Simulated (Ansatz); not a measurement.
Relaxed NaBr (rock salt):

```yaml
crystal:
  lattice:
    - [0.00000, 6.03598, 6.03598]
    - [3.01799, 0.00000, 3.01799]
    - [3.01799, 3.01799, 0.00000]
  atoms:
    - { symbol: Br, position: [0.00000, 0.00000, 0.00000] }
    - { symbol: Br, position: [0.50000, 0.00000, 0.00000] }
    - { symbol: Na, position: [0.25000, 0.50000, 0.50000] }
    - { symbol: Na, position: [0.75000, 0.50000, 0.50000] }
```

In this cell atom 4 (Na, nearest neighbour Br at 3.018 Å; its periodic images, 4.3 Å or more away, move with it) is moved by u·(0.707, 0.707, 0.000) + v·(0.000, 0.000, 1.000); the rest is frozen.

Level of theory: PBE (plane waves to 420 eV, PAW, scalar-relativistic; Ansatz, an electronic-structure program). k mesh 4×8×8 (Γ-centred), Fermi-Dirac smearing 0.05 eV. E stands for the smeared free energy. Compression counts positive. Points where atoms come too close for the PAW data are left out (x in tables, blank in figures). NaBr was relaxed with its symmetry unable to fall. ΔE is measured from the undisplaced structure. Axes are in Å.

ΔE (meV/cell), with u across and v down:

| v \ u | -1.000 | -0.667 | -0.333 | 0.000 | 0.333 | 0.667 | 1.000 |
|---|---|---|---|---|---|---|---|
| -1.000 | 1212 | x | x | x | x | x | 1212 |
| -0.667 | 720 | 561 | 533 | 539 | 533 | 561 | 720 |
| -0.333 | 681 | 312 | 136 | 89 | 136 | 312 | 681 |
| 0.000 | 707 | 276 | 61 | 0 | 61 | 276 | 707 |
| 0.333 | 681 | 312 | 136 | 89 | 136 | 312 | 681 |
| 0.667 | 720 | 561 | 533 | 539 | 533 | 561 | 720 |
| 1.000 | 1212 | x | x | x | x | x | 1212 |

P (GPa), with u across and v down:

```tsv
v \ u	-1.000	-0.667	-0.333	0.000	0.333	0.667	1.000
-1.000	5.2	x	x	x	x	x	5.2
-0.667	3.7	2.8	2.3	2.2	2.3	2.8	3.7
-0.333	3.6	1.8	0.7	0.4	0.7	1.8	3.6
0.000	3.7	1.6	0.4	0.0	0.4	1.6	3.7
0.333	3.6	1.8	0.7	0.4	0.7	1.8	3.6
0.667	3.7	2.8	2.3	2.2	2.3	2.8	3.7
1.000	5.2	x	x	x	x	x	5.2
```

What the scan shows:

| Item | Value |
|---|---|
| Lowest place on the grid | u = 0.000 Å, v = 0.000 Å (0 meV/cell) |

The 49 points together took about 9 core-minutes (a rough figure).

(A displaced cell: forces are minus the slopes of the energy, force constants its curvatures, and phonons follow from these.)
